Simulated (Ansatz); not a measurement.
Ga (fcc): energy against volume

The calculation used DFT, revPBE, plane waves (420 eV) with PAW, scalar-relativistic (Ansatz). The PAW files were generated under PBE, with cores re-solved for the functional.

The cell is scaled uniformly from the relaxed one, with fractional coordinates and shape fixed. Energies are extrapolated to zero smearing, pressures are those at the given smearing. Magnetic state: spin not included.

A Birch-Murnaghan fit gives V₀ = 19.36 Å³/atom, B₀ = 46 GPa, B₀′ = 5.3.

(1) What are the energy above the minimum and the pressure at 17.164 Å³/atom?

(2) What are the energy above the minimum and the pressure at 17.944 Å³/atom?

(3) What are the energy above the minimum and the pressure at 21.065 Å³/atom?

Answers

(1) 45.8 meV/atom and 7.61 GPa as computed.

(2) 17.4 meV/atom and 4.36 GPa as computed.

(3) 17.8 meV/atom and -2.97 GPa as computed.
